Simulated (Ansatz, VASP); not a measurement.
**Te2Mo in VASP and in Ansatz**

File INCAR:

```
ALGO = Normal
EDIFF = 1E-7
ENCUT = 520
GGA = PE
ISIF = 2
ISMEAR = -1
LASPH = True
LCHARG = False
LREAL = False
LWAVE = False
NBANDS = 20
NELM = 80
PREC = Accurate
SIGMA = 0.05
```

The input KPOINTS:

```
k-points
0
Gamma
  9 9 2
```

Contents of POSCAR:

```
Te2Mo
1.0
    3.6300590280      0.0000000000      0.0000000000
   -1.8150295140      3.1437233354      0.0000000000
    0.0000000000      0.0000000000     17.8677540541
Te Mo
2 1
Direct
    0.3333333333      0.6666666667      0.1021445500
    0.3333333333      0.6666666667      0.8978554500
    0.0000000000      0.0000000000      0.0000000000
```

The input input.yaml:

```yaml
crystal:
  lattice:
    - [3.630059028, 0.0, 0.0]
    - [-1.815029514, 3.1437233354, 0.0]
    - [0.0, 0.0, 17.8677540541]
  atoms:
    - { symbol: Te, position: [0.3333333333, 0.6666666667, 0.10214455] }
    - { symbol: Te, position: [0.3333333333, 0.6666666667, 0.89785545] }
    - { symbol: Mo, position: [0.0, 0.0, 0.0] }
hamiltonian:
  xc: pbe
  pseudopotentials: { kind: paw }
kpoints:
  mp_grid: { grid: [9, 9, 2] }
scf:
  occupations: { method: fermi_dirac, width: 0.05 }
output:
  forces: true
  stress: true
  eigenvalues: true
  write_density: true
  write_potential: true
  elf: true
  volumetric_format: npy
```

Change from the starting cell: volume scaled by 1.06.

Alike in both runs: task single point; functional PBE; k mesh 9 × 9 × 2; occupations fermi-dirac, width 0.05 eV; no spin polarisation.

|  | VASP | Ansatz |
| --- | --- | --- |
| version | VASP 6.6.1 | Ansatz 0.2.0 |
| potentials or method | VASP PAW PBE potentials, release 64 (Te, Mo_sv) | Ansatz PAW |
| plane-wave cutoff (eV) | 520 | 420 |
| valence electrons in the cell | 26 | 46 |

|  | VASP | Ansatz | Ansatz less VASP |
| --- | --- | --- | --- |
| gap on the k mesh at the Fermi level (eV) | 0.96 | 0.96 | +0.001 |
| least direct gap on the mesh (eV) | 0.96 | 0.96 | +0.001 |
| rms of the force components (eV/Å) | 0.253 | 0.258 | +0.0053 |

Atom by atom the forces differ by 0.005 eV/Å (rms over components). The two sets of potentials don't hold the same shells in valence.

Caveats: spin-orbit coupling is left out, which moves the levels of the heavy elements; odd divisions of the mesh miss points on the zone boundary, where band edges often lie, so the gap on the mesh can be too wide (Ansatz).
